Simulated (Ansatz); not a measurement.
## What a trial cell of AlAs3 relaxes into

Theory: DFT PBE, scalar-relativistic, plane waves, PAW (Ansatz). Cutoff 420 eV, Γ-centred k mesh, Gaussian smearing, no spin polarisation in the final step.

AlAs3 was placed on the A15 structure type (Pm-3n, No. 223), with Al in place of Si, As in place of Cr, at a guessed volume.

```
CELL_PARAMETERS angstrom
5.43449 0.00000 0.00000
0.00000 5.43449 0.00000
0.00000 0.00000 5.43449
ATOMIC_POSITIONS crystal
Al 0.00000 0.00000 0.00000
Al 0.50000 0.50000 0.50000
As 0.00000 0.50000 0.25000
As 0.00000 0.50000 0.75000
As 0.25000 0.00000 0.50000
As 0.75000 0.00000 0.50000
As 0.50000 0.75000 0.00000
As 0.50000 0.25000 0.00000
```

Steps on the 8×8×8 mesh (8 atoms). 4 of 5 steps are shown, and the free energy counts from the last. Trial steps that were taken back and renewals of the plane-wave basis can be among the rows.

| step | ΔF (meV/atom) | V (Å³/atom) | P (GPa) |
| --- | --- | --- | --- |
| 1 | 16.6 | 20.06 | -4.14 |
| 2 | 8.8 | 18.03 | 3.70 |
| 3 | -0.1 | 18.93 | -0.35 |
| 5 | 0.0 | 18.85 | -0.03 |

A final relaxation ran on a 8×8×8 mesh. The relaxed crystal, Pm-3n (No. 223):

Space group Pm-3n (No. 223). a = 5.323 Å, b = 5.323 Å, c = 5.323 Å, α = 90.00°, β = 90.00°, γ = 90.00°
```tsv
atom	site	symmetry	x	y	z
Al	2a	m-3.	0.0000	0.0000	0.0000
As	6c	-4m.2	0.0000	0.5000	0.2500
```

```json
{
 "Volume per atom": "18.85 Å³",
 "Density": "5.54 g/cm³",
 "Energy over the elements": "0.40 eV/atom",
 "Gap on the 8×8×8 mesh": "0 eV (a metal)"
}
```

Energies over the elements count from the elements' standard structures at the same level, with no empirical corrections.

The final run used a 8×8×8 mesh on its 8-atom cell and 0.10 eV smearing. For metals, differences of a few meV/atom aren't resolved.

A structure relaxed within its symmetry needn't be a true minimum.

Cost: 3 runs of about 1.1 core-minutes in all, on Intel Xeon 6975P-C (Granite Rapids) (shared hosts).